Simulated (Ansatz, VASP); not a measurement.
## TaN: VASP beside Ansatz

```
Ta N
1.0
     2.73231    0.00000    0.00000
     0.00000    2.73231    0.00000
     0.00000    0.00000    2.73231
Ta N
1 1
Direct
  0.00000 0.00000 0.00000
  0.50000 0.50000 0.50000
```

The cell comes from a database or a generator and needn't be the stable form of this composition.

Alike in both runs: task relaxation of cell and atoms; functional PBEsol; dispersion D4; k mesh 10 × 10 × 10; occupations fermi-dirac, width 0.05 eV; no spin polarisation.

|  | VASP | Ansatz |
| --- | --- | --- |
| version | VASP 6.6.1 | Ansatz 0.2.0 |
| potentials or method | VASP PAW PBE potentials, release 64 (Ta_pv, N) | Ansatz PAW |
| plane-wave cutoff (eV) | 600 | 420 |
| valence electrons in the cell | 16 | 18 |

VASP gave:

```
gap on the k mesh at the Fermi level, each at its own relaxed structure (eV) : none
relaxed volume (Å³/atom)                                                     : 10.01
relaxed cell length with the largest relative difference (Å)                 : 2.715
energy change over the relaxation (meV/atom)                                 : -4
```

**Question.** Which values does Ansatz return?

**Answer.** gap on the k mesh at the Fermi level, each at its own relaxed structure (eV): none; relaxed volume (Å³/atom): 9.98; relaxed cell length with the largest relative difference (Å): 2.713; energy change over the relaxation (meV/atom): -5.

A gap of «none» marks a metal or a gap that the smearing closes. The two sets of potentials don't hold the same shells in valence.

Caveats: pairwise dispersion overbinds metals, which lowers pressure and volume; the PAW data sets were made with another functional, which shifts forces and pressure a little (VASP); the plane-wave basis is chosen anew once the cell has moved, so the energies of steps on either side of that aren't comparable (Ansatz); the pressure holds a Pulay correction of +0.5 GPa for the finite cutoff (Ansatz); the PAW data sets come from PBE, with cores solved anew for the run's functional, which leaves a small shift of forces and pressure (Ansatz). Spin-orbit coupling is left out, which matters for the levels of Ta.
